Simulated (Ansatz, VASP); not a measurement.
## Two plane-wave programs on Ba

INCAR

```
SYSTEM = Ba
PREC = Accurate
ENCUT = 520
EDIFF = 1E-7
ISMEAR = 0
SIGMA = 0.15
LREAL = .False.
LASPH = .True.
NELM = 100
ALGO = Normal
ISIF = 2
LWAVE = .False.
LCHARG = .True.
GGA = CA
LELF = .True.
LVHAR = .True.
NBANDS = 17
```

The input KPOINTS:

```
regular mesh
0
Gamma
  9 9 14
  0 0 0
```

File POSCAR:

```
Ba
1.0
    7.3855184824      0.0000000000      0.0000000000
   -3.6927592412      6.3960466258      0.0000000000
    0.0000000000      0.0000000000      3.5079657346
Ba
2
Direct
    0.3333333333      0.6666666667      0.5000000000
    0.6666666667      0.3333333333      0.5000000000
```

Input for Ansatz:

```yaml
crystal:
  lattice:
    - [7.3855184824, 0.0, 0.0]
    - [-3.6927592412, 6.3960466258, 0.0]
    - [0.0, 0.0, 3.5079657346]
  atoms:
    - { symbol: Ba, position: [0.3333333333, 0.6666666667, 0.5] }
    - { symbol: Ba, position: [0.6666666667, 0.3333333333, 0.5] }
basis:
  ecutwfc: 420
kpoints:
  mp_grid: { grid: [9, 9, 14] }
hamiltonian:
  xc: lda
scf:
  occupations: { method: gaussian, width: 0.15 }
output:
  forces: true
  stress: true
  eigenvalues: true
```

Alike in both runs: task single point; functional LDA; k mesh 9 × 9 × 14; occupations gaussian, width 0.15 eV; no spin polarisation.

|  | VASP | Ansatz |
| --- | --- | --- |
| version | VASP 6.6.1 | Ansatz 0.2.0 |
| potentials or method | VASP PAW LDA potentials, release 64 (Ba_sv) | scalar-relativistic, plane waves, PAW |
| plane-wave cutoff (eV) | 520 | 420 |
| valence electrons in the cell | 20 | 20 |

```csv
,VASP,Ansatz,Ansatz less VASP
gap on the k mesh at the Fermi level (eV),none,none,-
pressure (GPa),-0.1,-0.2,-0.08
largest component of the traceless stress (GPa),2.15,2.06,-0.094
```

A gap of «none» marks a metal or a gap that the smearing closes.

The runs have no spin-orbit coupling, so splittings on Ba are missing.
